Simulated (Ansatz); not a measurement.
**Axial (c/a) deformation path in Al₂O₃**

Theory: Ansatz, DFT PBE+D3(BJ), scalar-relativistic, plane waves, PAW. Cutoff 420 eV, Γ-centred 12×12×4 k-points, Gaussian smearing of 0.05 eV. No spin polarisation. Energies are free energies at this smearing, counted from the undisturbed cell; pressure is positive in compression.

The undisturbed cell (relaxed at this level; this form isn't the usual structure):

```yaml
crystal:
  lattice:
    - [2.99632, 0.00000, 0.00000]
    - [-1.49816, 2.59489, 0.00000]
    - [0.00000, 0.00000, 7.44895]
  atoms:
    - { symbol: Al, position: [0.00000, 0.00000, 0.27529] }
    - { symbol: Al, position: [0.00000, 0.00000, 0.72471] }
    - { symbol: O, position: [0.33333, 0.66667, 0.19534] }
    - { symbol: O, position: [0.66667, 0.33333, 0.80466] }
    - { symbol: O, position: [0.00000, 0.00000, 0.50000] }
```

At fixed volume and fractional coordinates, lengths along (0.000, 0.000, 1.000) are scaled against those across it; ρ is that ratio over its starting value.

```csv
ρ,ΔE (meV/atom)
0.800,692.6
0.850,350.8
0.920,87.2
0.960,20.2
1.000,0.0
1.050,27.3
1.100,100.7
1.200,345.1
1.300,665.0
```

Predict the gap on the mesh (eV) at each point.

| ρ | gap on the mesh (eV) |
| --- | --- |
| 0.800 | 3.05 |
| 0.850 | 3.43 |
| 0.920 | 3.24 |
| 0.960 | 2.84 |
| 1.000 | 2.42 |
| 1.050 | 1.88 |
| 1.100 | 1.33 |
| 1.200 | 0.23 |
| 1.300 | 0.00 |
Where the gap reads zero the k-mesh, chosen for the insulator, is on the coarse side.

Cost: 9 runs of about 0.53 core-minutes in all, on Arm Neoverse V2 (shared hosts).